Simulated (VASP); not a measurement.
# Li2O (Fm-3m) in VASP: single point with HSE06

Aim: the single point of Li2O with HSE06.

Program: VASP 6.6.1. These are calculated values, not measurements. Logs are shortened: lines on timing, memory, paths and dates and some standing lists are left out, and cuts for length are marked.

## (1) The structure

The structure is cubic, space group Fm-3m (No. 225). The conventional cell has a = 4.579 Å, b = 4.579 Å, c = 4.579 Å, α = 90.00°, β = 90.00°, γ = 90.00°. Li (site symmetry -43m) has 4 O at 1.98 Å as nearest neighbours. O (site symmetry m-3m) is surrounded by 8 Li at 1.98 Å.

## (2) Single point, HSE06

POSCAR reads:

```
Li2O
1.0
    0.0000000000      2.2896700000      2.2896700000
    2.2896700000      0.0000000000      2.2896700000
    2.2896700000      2.2896700000      0.0000000000
Li O
2 1
Direct
    0.2500000000      0.2500000000      0.2500000000
    0.7500000000      0.7500000000      0.7500000000
    0.0000000000      0.0000000000      0.0000000000
```

INCAR.step1 reads:

```
PREC     = Accurate       # precision mode
ENCUT    = 520            # plane-wave cutoff, eV
EDIFF    = 1E-5           # SCF threshold, eV
ISMEAR   = 0              # smearing method
SIGMA    = 0.02           # smearing width, eV
LREAL    = F              # projectors in reciprocal space
LASPH    = T              # aspherical terms in the spheres
NELM     = 100            # most SCF steps
ALGO     = Normal         # electronic algorithm
ISIF     = 2              # what is computed and relaxed
LWAVE    = T              # write WAVECAR
LCHARG   = F              # write CHGCAR
NBANDS   = 13             # bands
GGA      = PE             # functional
```

INCAR.step2 reads:

```
PREC     = Accurate       # precision mode
ENCUT    = 520            # plane-wave cutoff, eV
EDIFF    = 1E-6           # SCF threshold, eV
ISMEAR   = 0              # smearing method
SIGMA    = 0.02           # smearing width, eV
LREAL    = F              # projectors in reciprocal space
LASPH    = T              # aspherical terms in the spheres
NELM     = 100            # most SCF steps
ALGO     = Normal         # electronic algorithm
ISIF     = 2              # what is computed and relaxed
LWAVE    = F              # write WAVECAR
LCHARG   = F              # write CHGCAR
GGA      = PE             # functional
LHFCALC  = T              # exact exchange
HFSCREEN = 0.2            # screening, 1/A
PRECFOCK = Fast         
NBANDS   = 13             # bands
ISTART   = 1
```

KPOINTS reads:

```
regular mesh
0
Gamma
  6 6 6
```

Potentials or basis: VASP PAW PBE potentials, release 64 (Li_sv, O).

The run is started by

```bash
> cat potpaw_PBE.64/Li_sv/POTCAR potpaw_PBE.64/O/POTCAR > POTCAR
> cp INCAR.step1 INCAR
> mpirun -np 1 vasp_std > vasp.out
> cp INCAR.step2 INCAR
> mpirun -np 1 vasp_std > vasp.out
```

OUTCAR:

```text
PREC = Accurate
   ENCUT = 520
   EDIFF = 1E-6
   ISMEAR = 0
   LREAL = F
   LASPH = T
   NELM = 100
   ISIF = 2
   GGA = PE
   LHFCALC = T
   HFSCREEN = 0.2
   PRECFOCK = Fast
   ISTART = 1

 ion  position               nearest neighbor table
   1  0.250  0.250  0.250-   3 1.98   3 1.98   3 1.98   3 1.98   2 2.29   2 2.29   2 2.29   2 2.29
                             2 2.29   2 2.29
   2  0.750  0.750  0.750-   3 1.98   3 1.98   3 1.98   3 1.98   1 2.29   1 2.29   1 2.29   1 2.29
                             1 2.29   1 2.29
   3  0.000  0.000  0.000-   2 1.98   2 1.98   2 1.98   1 1.98   2 1.98   1 1.98   1 1.98   1 1.98

  LATTYP: Found a face centered cubic cell.
 ALAT       =     4.5793400000

  Lattice vectors:

 A1 = (   0.0000000000,   2.2896700000,   2.2896700000)
 A2 = (   2.2896700000,   0.0000000000,   2.2896700000)
 A3 = (   2.2896700000,   2.2896700000,   0.0000000000)

Analysis of symmetry for initial positions (statically):
=====================================================================
 Subroutine PRICEL returns:
 Original cell was already a primitive cell.

 Routine SETGRP: Setting up the symmetry group for a
 face centered cubic supercell.

 Subroutine GETGRP returns: Found 48 space group operations
 (whereof 48 operations were pure point group operations)
 out of a pool of 48 trial point group operations.

The static configuration has the point symmetry O_h .

Analysis of symmetry for dynamics (positions and initial velocities):
=====================================================================
 Subroutine PRICEL returns:
 Original cell was already a primitive cell.

 Routine SETGRP: Setting up the symmetry group for a
 face centered cubic supercell.

 Subroutine GETGRP returns: Found 48 space group operations
 (whereof 48 operations were pure point group operations)
 out of a pool of 48 trial point group operations.

The dynamic configuration has the point symmetry O_h .

 Subroutine INISYM returns: Found 48 space group operations
 (whereof 48 operations are pure point group operations),
 and found     1 'primitive' translations

----------------------------------------------------------------------------------------

                                     Primitive cell

  volume of cell :      24.0076

  direct lattice vectors                    reciprocal lattice vectors
     0.000000000  2.289670000  2.289670000    -0.218372080  0.218372080  0.218372080
     2.289670000  0.000000000  2.289670000     0.218372080 -0.218372080  0.218372080
     2.289670000  2.289670000  0.000000000     0.218372080  0.218372080 -0.218372080

  length of vectors
     3.238082367  3.238082367  3.238082367     0.378231537  0.378231537  0.378231537

  position of ions in fractional coordinates (direct lattice)
     0.250000000  0.250000000  0.250000000
     0.750000000  0.750000000  0.750000000
     0.000000000  0.000000000  0.000000000

  ion indices of the primitive-cell ions
   primitive index   ion index
                 1           1
                 2           2
                 3           3

----------------------------------------------------------------------------------------

 KPOINTS: regular mesh

Automatic generation of k-mesh.
 Grid dimensions read from file:
 generate k-points for:    6    6    6

 Generating k-lattice:

  Cartesian coordinates                     Fractional coordinates (reciprocal lattice)
    -0.036395347  0.036395347  0.036395347     0.166666667  0.000000000  0.000000000
     0.036395347 -0.036395347  0.036395347     0.000000000  0.166666667  0.000000000
     0.036395347  0.036395347 -0.036395347     0.000000000  0.000000000  0.166666667

  Length of vectors
     0.063038590  0.063038590  0.063038590

  Shift w.r.t. Gamma in fractional coordinates (k-lattice)
     0.000000000  0.000000000  0.000000000

 Subroutine IBZKPT returns following result:
 ===========================================

 Found     16 irreducible k-points:

 Following reciprocal coordinates:
            Coordinates               Weight
  0.000000  0.000000  0.000000      1.000000
  0.166667  0.000000  0.000000      8.000000
  0.333333  0.000000  0.000000      8.000000
  0.500000  0.000000  0.000000      4.000000
  0.166667  0.166667  0.000000      6.000000
  0.333333  0.166667  0.000000     24.000000
[... 8 lines left out ...]
 -0.333333  0.333333  0.166667     24.000000
 -0.333333  0.500000  0.166667     12.000000
   k-points           NKPTS =     16   k-points in BZ     NKDIM =    216   number of bands    NBANDS=     13
   number of dos      NEDOS =    301   number of ions     NIONS =      3
   total plane-waves  NPLWV =  13824
   dimension x,y,z NGX =    24 NGY =   24 NGZ =   24
   dimension x,y,z NGXF=    48 NGYF=   48 NGZF=   48
   ions per type =               2   1
   NGX,Y,Z   is equivalent  to a cutoff of  12.32, 12.32, 12.32 a.u.
   NGXF,Y,Z  is equivalent  to a cutoff of  24.64, 24.64, 24.64 a.u.
 SYSTEM =  unknown system
   PREC   = accura    normal or accurate (medium, high low for compatibility)
   ISTART =      1    job   : 0-new  1-cont  2-samecut
   ICHARG =      0    charge: 1-file 2-atom 10-const
   ISPIN  =      1    spin polarized calculation?
   LNONCOLLINEAR =      F non collinear calculations
   LSORBIT =      F    spin-orbit coupling
   LASPH  =      T    aspherical Exc in radial PAW
   ENCUT  =  520.0 eV  38.22 Ry    6.18 a.u.   6.02  6.02  6.02*2*pi/ulx,y,z
   NELM   =    100;   NELMIN=  2; NELMDL=  0     # of ELM steps
   EDIFF  = 0.1E-05   stopping-criterion for ELM
   LREAL  =      F    real-space projection
   EDIFFG = 0.1E-04   stopping-criterion for IOM
   NSW    =      0    number of steps for IOM
   IBRION =     -1    ionic relax: 0-MD 1-quasi-New 2-CG
   NFREE  =      0    steps in history (QN), initial steepest desc. (CG)
   ISIF   =      2    stress and relaxation
   ISYM   =      3    0-nonsym 1-usesym 2-fastsym
   POTIM  = 0.5000    time-step for ionic-motion
   TEBEG  =    0.0;   TEEND  =   0.0 temperature during run
   PSTRESS=    0.0 pullay stress
   NELECT =      12.0000    total number of electrons
   NUPDOWN=      -1.0000    fix difference up-down
   EMIN   =  10.00;   EMAX   =-10.00  energy-range for DOS
   EFERMI =   0.00;   METHOD = LEGACY
   ISMEAR =     0;   SIGMA  =   0.02  broadening in eV -4-tet -1-fermi 0-gaus
   EFERMI_NEDOS =   21; number of points for ismear=-14 and -15
   IALGO  =     38    algorithm
   IMIX   =      1    mixing-type and parameters
     AMIX     =   0.40;   BMIX     =  1.00
     AMIX_MAG =   1.60;   BMIX_MAG =  1.00
  volume/ion in A,a.u.               =       8.00        54.00
  Fermi-wavevector in a.u.,A,eV,Ry     =   1.299229  2.455187 22.966578  1.687996
  Thomas-Fermi vector in A             =   2.430506
   LORBIT       =      0    0 simple, 1 ext, 2 COOP (PROOUT), +10 PAW based schemes
   GGA     = PE    functional components
   LHFCALC =     T    Hartree Fock is set to
   PRECFOCK=fast      Normal, Fast or Accurate (Low or Medium for compatibility)
   ENCUT4O =  -1.0   cutoff for four orbital integrals eV
   NKREDX  =     1    reduce k-point grid by
   NKREDY  =     1    reduce k-point grid by
   NKREDZ  =     1    reduce k-point grid by
   AEXX    =    0.2500 exact exchange contribution
   HFSCREEN=    0.2000 screening length (either q_TF or 0.3 A-1)
   HFSCREENC=   0.2000 screening length for correlation (either q_TF or 0.3 A-1)
   ENCUTFOCK=  -1.0 apply spherical cutoff to Coloumb kernel
   IVDW    =     0    specifies the selected vdW correction
   LEPSILON=     F    determine dielectric tensor
   LRPA    =     F    only Hartree local field effects (RPA)
 non-spin polarized calculation
 Gauss-broadening in eV      SIGMA  =   0.02
  energy-cutoff  :      520.00
  volume of cell :       24.01
 maximum number of plane-waves:       656
  NGX = 14; NGY = 14; NGZ = 14

 number of electron      11.9999986 magnetization

 Free energy of the ion-electron system (eV)
  ---------------------------------------------------
  ext. energy  EPLUGINS =         0.00000000
  ---------------------------------------------------
  free energy    TOTEN  =       -16.72809809 eV

  energy without entropy =      -16.72809809  energy(sigma->0) =      -16.72809809

 E-fermi :   0.3778     XC(G=0):  -8.1070

 val. band max:        0.2446417800   @ k =   0.0000   0.0000   0.0000
 cond. band min:       6.8937764122   @ k =   0.5000   0.5000   0.0000
 fundamental gap:      6.6491346322
 Fermi energy:         0.3777691197

 k-point     1 :       0.0000    0.0000    0.0000
  band No.  band energies     occupation
      1     -45.2093      2.00000
      2     -44.8488      2.00000
      3     -16.7278      2.00000
      4       0.2446      2.00000
      5       0.2446      2.00000
      6       0.2446      2.00000
      7       7.3921      0.00000
      8      14.2395      0.00000
      9      14.2395      0.00000
     10      14.2395      0.00000
     11      21.5091      0.00000
     12      21.5091      0.00000
     13      21.5092      0.00000

 k-point     2 :       0.1667    0.0000    0.0000
  band No.  band energies     occupation
      1     -45.1809      2.00000
      2     -44.8692      2.00000
      3     -16.6679      2.00000
      4      -0.6520      2.00000
      5       0.1111      2.00000
      6       0.1112      2.00000
      7       8.1293      0.00000
      8      14.3076      0.00000
      9      14.6010      0.00000
     10      14.6010      0.00000
     11      19.6519      0.00000
     12      19.6520      0.00000
     13      22.4647      0.00000

 k-point     3 :       0.3333    0.0000    0.0000
  band No.  band energies     occupation
      1     -45.1069      2.00000
      2     -44.9270      2.00000
      3     -16.5391      2.00000
      4      -2.1308      2.00000
      5      -0.1352      2.00000
      6      -0.1352      2.00000
      7       9.7995      0.00000
      8      13.7020      0.00000
      9      14.6134      0.00000
     10      14.6134      0.00000
     11      19.6315      0.00000
     12      19.6315      0.00000
     13      24.5340      0.00000
[... 177 lines left out ...]
 k-point    15 :      -0.3333    0.3333    0.1667
  band No.  band energies     occupation
      1     -45.0085      2.00000
      2     -45.0084      2.00000
      3     -16.4188      2.00000
      4      -2.1794      2.00000
      5      -1.1406      2.00000
      6      -0.9035      2.00000
      7       9.6173      0.00000
      8      12.7786      0.00000
      9      16.2467      0.00000
     10      16.5103      0.00000
     11      20.2851      0.00000
     12      20.6258      0.00000
     13      25.9419      0.00000

 k-point    16 :      -0.3333    0.5000    0.1667
  band No.  band energies     occupation
      1     -45.0363      2.00000
      2     -44.9773      2.00000
      3     -16.4051      2.00000
      4      -1.5977      2.00000
      5      -1.4701      2.00000
      6      -1.3334      2.00000
      7       8.4320      0.00000
      8      13.8115      0.00000
      9      16.5494      0.00000
     10      17.2454      0.00000
     11      19.4009      0.00000
     12      22.6282      0.00000
     13      24.8721      0.00000

------------------------ aborting loop because EDIFF is reached ----------------------------------------

  FORCE on cell =-STRESS in cart. coord.  units (eV):
  Direction    XX          YY          ZZ          XY          YZ          ZX
  --------------------------------------------------------------------------------------
  -------------------------------------------------------------------------------------
  Total       -0.0802225     -0.0802225     -0.0802225      0.0000000     -0.0000000     -0.0000000
  in kB       -5.3537501     -5.3537501     -5.3537501      0.0000000     -0.0000000     -0.0000000
  external PRESSURE =      -5.3537501 kB  Pullay stress =       0.0000000 kB

 VOLUME and BASIS-vectors are now :
 -----------------------------------------------------------------------------
  energy-cutoff  :      520.00
  volume of cell :       24.01
      direct lattice vectors                 reciprocal lattice vectors
     0.000000000  2.289670000  2.289670000    -0.218372080  0.218372080  0.218372080
     2.289670000  0.000000000  2.289670000     0.218372080 -0.218372080  0.218372080
     2.289670000  2.289670000  0.000000000     0.218372080  0.218372080 -0.218372080

 POSITION                                       TOTAL-FORCE (eV/Angst)
 -----------------------------------------------------------------------------------
      1.14484      1.14484      1.14484        -0.000000     -0.000000      0.000000
      3.43451      3.43451      3.43451        -0.000000      0.000000     -0.000000
      0.00000      0.00000      0.00000         0.000000     -0.000000     -0.000000
 -----------------------------------------------------------------------------------
    total drift:                                0.000000     -0.000000     -0.000000

  FREE ENERGIE OF THE ION-ELECTRON SYSTEM (eV)
  ---------------------------------------------------
  free  energy   TOTEN  =       -16.7280980854 eV

  energy  without entropy=      -16.7280980854  energy(sigma->0) =      -16.72809809
```

Run time: 83 s. Hardware: 1 thread of Intel Xeon 6975P-C (Granite Rapids), shared host; peak memory 0.24 GiB.

Results:

| Property | Result |
| --- | --- |
| Free energy | -16.7281 eV |
| Band gap on the k mesh | 6.65 eV, indirect (least direct gap 7.15 eV) |

Caveat: the cutoff is under 1.25 times the usual one of these potentials, so pressure, stress and relaxed cells hold a basis-set (Pulay) error; the PAW data sets were made with another functional, which shifts forces and pressure a little.
